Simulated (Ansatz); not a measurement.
NiO:

```
CELL_PARAMETERS angstrom
0.00000 2.08590 2.08590
2.08590 0.00000 2.08590
2.08590 2.08590 0.00000
ATOMIC_POSITIONS crystal
Ni 0.00000 0.00000 0.00000
O 0.50000 0.50000 0.50000
```

```yaml
Program: Ansatz 0.2.0
Task: relaxation of cell and atoms
Functional: PBE
Potentials_or_basis: Ansatz PAW
Cutoff: "420 eV (not typed: the program's choice for these potentials)"
k_mesh: 11 × 11 × 11
Occupations: fermi-dirac, width 0.05 eV
Spin: collinear spin, ferromagnetic start
Starting_moments: "[1.0, 0.0] μB"
```

At the start: volume 9.08 Å³/atom.

How do energy, volume and symmetry change on relaxing?

It ends after 6 steps and the volume is 9.37 Å³/atom (+3.3 %); space group Fm-3m (No. 225, to 0.05 Å); moment 1.81 μB per cell.

Step by step:
```csv
step,energy change (eV),largest force (eV/Å),volume (Å³)
1,0.0000,0.0000,18.15
2,-0.0057,0.0000,18.40
3,-0.0075,0.0000,18.72
4,-0.0103,0.0000,18.72
5,-0.0102,0.0000,18.75
6,-0.0104,0.0000,18.75
```

Final structure:
```xyz
2
Lattice="0.0000 2.1085 2.1085 2.1085 0.0000 2.1085 2.1085 2.1085 0.0000" Properties=species:S:1:pos:R:3 pbc="T T T"
Ni    0.0000    0.0000    0.0000
O     2.1085    2.1085    2.1085
```

Caveat: the plane-wave basis is chosen anew once the cell has moved, so the energies of steps on either side of that aren't comparable; the pressure holds a Pulay correction of +0.7 GPa for the finite cutoff; a cell with one magnetic atom can't hold antiferromagnetic order, which such compounds often take.
